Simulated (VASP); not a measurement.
# Bi (Im-3m) in VASP: a series of runs, part 2 of 2

VASP 6.6.1.

## Step 4: Equation of state, PBEsol, 30.49 Å³/atom (volume scaled by 0.98)

The input, INCAR:

```
ALGO = Normal ; EDIFF = 1E-7
ENCUT = 520 ; GGA = PS
ISIF = 2 ; ISMEAR = -1
LASPH = True ; LCHARG = False
LREAL = False ; LWAVE = False
NBANDS = 14 ; NELM = 60
PREC = Accurate ; SIGMA = 0.05
```

The input, KPOINTS:

```
k-points
0
Gamma
  9 9 9
```

The input, POSCAR:

```
Bi
1.0
   -1.9681319396      1.9681319396      1.9681319396
    1.9681319396     -1.9681319396      1.9681319396
    1.9681319396      1.9681319396     -1.9681319396
Bi
1
Direct
    0.0000000000      0.0000000000      0.0000000000
```

Run with:

```bash
> cat potpaw_PBE.64/Bi_d/POTCAR > POTCAR
> mpirun -np 1 vasp_std > vasp.out
```

Wall time 14 s (1 thread of Intel Xeon Platinum 8259CL at 2.50GHz (Skylake/Cascade Lake), shared host); peak memory 0.15 GiB.

It converged, with:

```yaml
Free_energy: -4.2327 eV
Pressure: -1.0 GPa
Band_gap_on_the_k_mesh: none (metal or under the smearing width)
```

Caveat: the PAW data sets were made with another functional, which shifts forces and pressure a little; spin-orbit coupling is left out, which moves the levels of the heavy elements.

## Step 5: Equation of state, PBEsol, 31.74 Å³/atom (volume scaled by 1.02)

INCAR is that of step 4.

KPOINTS is that of step 4.

The input, POSCAR:

```
Bi
1.0
   -1.9945529707      1.9945529707      1.9945529707
    1.9945529707     -1.9945529707      1.9945529707
    1.9945529707      1.9945529707     -1.9945529707
Bi
1
Direct
    0.0000000000      0.0000000000      0.0000000000
```

Run with:

```bash
> cat potpaw_PBE.64/Bi_d/POTCAR > POTCAR
> mpirun -np 1 vasp_std > vasp.out
```

It took 14 s on 1 thread of Intel Xeon Platinum 8259CL at 2.50GHz (Skylake/Cascade Lake), shared host; peak memory 0.16 GiB.

It converged, with:

```yaml
Free_energy: -4.2177 eV
Pressure: -3.0 GPa
Band_gap_on_the_k_mesh: none (metal or under the smearing width)
```

Caveat: the PAW data sets were made with another functional, which shifts forces and pressure a little; spin-orbit coupling is left out, which moves the levels of the heavy elements.

## Step 6: Equation of state, PBEsol, 32.36 Å³/atom (volume scaled by 1.04)

INCAR is that of step 5.

KPOINTS is that of step 5.

The input, POSCAR:

```
Bi
1.0
   -2.0075049763      2.0075049763      2.0075049763
    2.0075049763     -2.0075049763      2.0075049763
    2.0075049763      2.0075049763     -2.0075049763
Bi
1
Direct
    0.0000000000      0.0000000000      0.0000000000
```

Potentials or basis: VASP PAW PBE potentials, release 64 (Bi_d).

Run with:

```bash
> cat potpaw_PBE.64/Bi_d/POTCAR > POTCAR
> mpirun -np 1 vasp_std > vasp.out
```

It took 14 s on 1 thread of Intel Xeon Platinum 8259CL at 2.50GHz (Skylake/Cascade Lake), shared host; peak memory 0.16 GiB.

Results (log left out):

| Quantity | Value |
| --- | --- |
| Free energy | -4.2046 eV |
| Pressure | -3.9 GPa |
| Band gap on the k mesh | none (metal or under the smearing width) |

Caveat: the PAW data sets were made with another functional, which shifts forces and pressure a little; spin-orbit coupling is left out, which moves the levels of the heavy elements.

## Step 7: Equation of state, PBEsol, 32.98 Å³/atom (volume scaled by 1.06)

INCAR is that of step 6.

KPOINTS is that of step 6.

The input, POSCAR:

```
Bi
1.0
   -2.0202919770      2.0202919770      2.0202919770
    2.0202919770     -2.0202919770      2.0202919770
    2.0202919770      2.0202919770     -2.0202919770
Bi
1
Direct
    0.0000000000      0.0000000000      0.0000000000
```

Run with:

```bash
> cat potpaw_PBE.64/Bi_d/POTCAR > POTCAR
> mpirun -np 1 vasp_std > vasp.out
```

Run time: 13 s. Hardware: 1 thread of Intel Xeon Platinum 8259CL at 2.50GHz (Skylake/Cascade Lake), shared host; peak memory 0.16 GiB.

It converged, with:

- Free energy: -4.1884 eV
- Pressure: -4.6 GPa
- Band gap on the k mesh: none (metal or under the smearing width)

Caveat: the PAW data sets were made with another functional, which shifts forces and pressure a little; spin-orbit coupling is left out, which moves the levels of the heavy elements.

## Step 8: Equation of state, PBEsol

Potentials or basis: VASP PAW PBE potentials, release 64 (Bi_d).

No new run: the results of the series are fitted here.

Results:

```
Equilibrium volume                      : 30.05 Å³/atom
Bulk modulus                            : 60 GPa
Pressure derivative of the bulk modulus : 4.5
```

Energy against volume, from the lowest point:
| volume (Å³/atom) | energy (meV/atom) |
| --- | --- |
| 29.250 | 3.96 |
| 29.872 | 0.00 |
| 30.495 | 1.02 |
| 31.117 | 6.51 |
| 31.739 | 16.00 |
| 32.362 | 29.05 |
| 32.984 | 45.22 |

Caveat: the PAW data sets were made with another functional, which shifts forces and pressure a little; spin-orbit coupling is left out, which moves the levels of the heavy elements.

## Step 9: Equation of state, PBE, 29.25 Å³/atom (volume scaled by 0.94)

The input, INCAR:

```
PREC     = Accurate       # precision mode
ENCUT    = 520            # plane-wave cutoff, eV
EDIFF    = 1E-7           # SCF threshold, eV
ISMEAR   = -1             # smearing method
SIGMA    = 0.05           # smearing width, eV
LREAL    = F              # projectors in reciprocal space
LASPH    = T              # aspherical terms in the spheres
NELM     = 80             # most SCF steps
ALGO     = Normal         # electronic algorithm
ISIF     = 2              # what is computed and relaxed
LWAVE    = F              # write WAVECAR
LCHARG   = F              # write CHGCAR
GGA      = PE             # functional
NBANDS   = 14             # bands
```

The input, KPOINTS:

```
Automatic mesh
0
Gamma
  9 9 9
```

The input, POSCAR:

```
Bi
1.0
   -1.9409818243      1.9409818243      1.9409818243
    1.9409818243     -1.9409818243      1.9409818243
    1.9409818243      1.9409818243     -1.9409818243
Bi
1
Direct
    0.0000000000      0.0000000000      0.0000000000
```

Potentials or basis: VASP PAW PBE potentials, release 64 (Bi_d).

Run with:

```bash
> cat potpaw_PBE.64/Bi_d/POTCAR > POTCAR
> mpirun -np 1 vasp_std > vasp.out
```

Run time: 12 s. Hardware: 1 thread of Intel Xeon Platinum 8488C (Sapphire Rapids), shared host; peak memory 0.15 GiB.

Results (log left out):

| Property | Result |
| --- | --- |
| Free energy | -3.7375 eV |
| Pressure | 4.8 GPa |
| Band gap on the k mesh | none (metal or under the smearing width) |

Caveat: spin-orbit coupling is left out, which moves the levels of the heavy elements.

## Step 10: Equation of state, PBE, 29.87 Å³/atom (volume scaled by 0.96)

The input, INCAR:

```
PREC = Accurate
ENCUT = 520
EDIFF = 1E-7
ISMEAR = -1
SIGMA = 0.05
LREAL = False
LASPH = True
NELM = 60
ALGO = Normal
ISIF = 2
LWAVE = False
LCHARG = False
GGA = PE
NBANDS = 14
```

KPOINTS is that of step 9.

The input, POSCAR:

```
Bi
1.0
   -1.9546511608      1.9546511608      1.9546511608
    1.9546511608     -1.9546511608      1.9546511608
    1.9546511608      1.9546511608     -1.9546511608
Bi
1
Direct
    0.0000000000      0.0000000000      0.0000000000
```

Run with:

```bash
> cat potpaw_PBE.64/Bi_d/POTCAR > POTCAR
> mpirun -np 1 vasp_std > vasp.out
```

It took 12 s on 1 thread of Intel Xeon Platinum 8488C (Sapphire Rapids), shared host; peak memory 0.16 GiB.

Results (log left out):

| Property | Result |
| --- | --- |
| Free energy | -3.7535 eV |
| Pressure | 3.3 GPa |
| Band gap on the k mesh | none (metal or under the smearing width) |

Caveat: spin-orbit coupling is left out, which moves the levels of the heavy elements.

## Step 11: Equation of state, PBE, 30.49 Å³/atom (volume scaled by 0.98)

The input, INCAR:

```
PREC = Accurate
ENCUT = 520
EDIFF = 1E-7
ISMEAR = -1
SIGMA = 0.05
LREAL = F
LASPH = T
NELM = 100
ALGO = Normal
ISIF = 2
LWAVE = F
LCHARG = F
GGA = PE
NBANDS = 14
```

The input, KPOINTS:

```
regular mesh
0
Gamma
  9 9 9
```

The input, POSCAR:

```
Bi
1.0
   -1.9681319396      1.9681319396      1.9681319396
    1.9681319396     -1.9681319396      1.9681319396
    1.9681319396      1.9681319396     -1.9681319396
Bi
1
Direct
    0.0000000000      0.0000000000      0.0000000000
```

Run with:

```bash
> cat potpaw_PBE.64/Bi_d/POTCAR > POTCAR
> mpirun -np 1 vasp_std > vasp.out
```

Wall time 12 s (1 thread of Intel Xeon Platinum 8488C (Sapphire Rapids), shared host); peak memory 0.15 GiB.

Results (log left out):

```yaml
Free_energy: -3.7642 eV
Pressure: 2.0 GPa
Band_gap_on_the_k_mesh: none (metal or under the smearing width)
```

Caveat: spin-orbit coupling is left out, which moves the levels of the heavy elements.

## Step 12: Equation of state, PBE, 31.74 Å³/atom (volume scaled by 1.02)

The input, INCAR:

```
  ALGO = Normal
  EDIFF = 1E-7
  ENCUT = 520
  GGA = PE
  ISIF = 2
  ISMEAR = -1
  LASPH = T
  LCHARG = F
  LREAL = F
  LWAVE = F
  NBANDS = 14
  NELM = 80
  PREC = Accurate
  SIGMA = 0.05
```

The input, KPOINTS:

```
k-points
0
Gamma
  9 9 9
```

The input, POSCAR:

```
Bi
1.0
   -1.9945529707      1.9945529707      1.9945529707
    1.9945529707     -1.9945529707      1.9945529707
    1.9945529707      1.9945529707     -1.9945529707
Bi
1
Direct
    0.0000000000      0.0000000000      0.0000000000
```

Potentials or basis: VASP PAW PBE potentials, release 64 (Bi_d).

Run with:

```bash
> cat potpaw_PBE.64/Bi_d/POTCAR > POTCAR
> mpirun -np 1 vasp_std > vasp.out
```

It took 13 s on 1 thread of Intel Xeon Platinum 8488C (Sapphire Rapids), shared host; peak memory 0.15 GiB.

The run converged. Its results:

```
Free energy            : -3.7712 eV
Pressure               : -0.3 GPa
Band gap on the k mesh : none (metal or under the smearing width)
```

Caveat: spin-orbit coupling is left out, which moves the levels of the heavy elements.

## Step 13: Equation of state, PBE, 32.36 Å³/atom (volume scaled by 1.04)

The input, INCAR:

```
SYSTEM = Bi
ALGO     = Normal         ! electronic algorithm
EDIFF    = 1E-7           ! SCF threshold, eV
ENCUT    = 520            ! plane-wave cutoff, eV
GGA      = PE             ! functional
ISIF     = 2              ! what is computed and relaxed
ISMEAR   = -1             ! smearing method
LASPH    = .True.         ! aspherical terms in the spheres
LCHARG   = .False.        ! write CHGCAR
LREAL    = .False.        ! projectors in reciprocal space
LWAVE    = .False.        ! write WAVECAR
NBANDS   = 14             ! bands
NELM     = 80             ! most SCF steps
PREC     = Accurate       ! precision mode
SIGMA    = 0.05           ! smearing width, eV
```

The input, KPOINTS:

```
k-points
0
Gamma
  9 9 9
  0 0 0
```

The input, POSCAR:

```
Bi
1.0
   -2.0075049763      2.0075049763      2.0075049763
    2.0075049763     -2.0075049763      2.0075049763
    2.0075049763      2.0075049763     -2.0075049763
Bi
1
Direct
    0.0000000000      0.0000000000      0.0000000000
```

Run with:

```bash
> cat potpaw_PBE.64/Bi_d/POTCAR > POTCAR
> mpirun -np 1 vasp_std > vasp.out
```

Wall time 16 s (1 thread of Intel Xeon Platinum 8488C (Sapphire Rapids), shared host); peak memory 0.16 GiB.

The run converged. Its results:

```yaml
Free_energy: -3.7685 eV
Pressure: -1.2 GPa
Band_gap_on_the_k_mesh: none (metal or under the smearing width)
```

Caveat: spin-orbit coupling is left out, which moves the levels of the heavy elements.

## Step 14: Equation of state, PBE, 32.98 Å³/atom (volume scaled by 1.06)

The input, INCAR:

```
ALGO = Normal
EDIFF = 1E-7
ENCUT = 520
GGA = PE
ISIF = 2
ISMEAR = -1
LASPH = T
LCHARG = F
LREAL = F
LWAVE = F
NBANDS = 14
NELM = 60
PREC = Accurate
SIGMA = 0.05
```

The input, KPOINTS:

```
k-points
0
Gamma
  9 9 9
```

The input, POSCAR:

```
Bi
1.0
   -2.0202919770      2.0202919770      2.0202919770
    2.0202919770     -2.0202919770      2.0202919770
    2.0202919770      2.0202919770     -2.0202919770
Bi
1
Direct
    0.0000000000      0.0000000000      0.0000000000
```

Run with:

```bash
> cat potpaw_PBE.64/Bi_d/POTCAR > POTCAR
> mpirun -np 1 vasp_std > vasp.out
```

Run time: 16 s. Hardware: 1 thread of Intel Xeon Platinum 8488C (Sapphire Rapids), shared host; peak memory 0.16 GiB.

Results (log left out):

```
Free energy            : -3.7624 eV
Pressure               : -2.1 GPa
Band gap on the k mesh : none (metal or under the smearing width)
```

Caveat: spin-orbit coupling is left out, which moves the levels of the heavy elements.

## Step 15: Equation of state, PBE

Potentials or basis: VASP PAW PBE potentials, release 64 (Bi_d).

This step only gathers the single runs of the series.

What came out:

- Equilibrium volume: 31.62 Å³/atom
- Bulk modulus: 53 GPa
- Pressure derivative of the bulk modulus: 4.5

Energy against volume, from the lowest point:
| volume (Å³/atom) | energy (meV/atom) |
| --- | --- |
| 29.250 | 33.72 |
| 29.872 | 17.65 |
| 30.495 | 7.02 |
| 31.117 | 1.30 |
| 31.739 | 0.00 |
| 32.362 | 2.66 |
| 32.984 | 8.82 |

Caveat: spin-orbit coupling is left out, which moves the levels of the heavy elements.
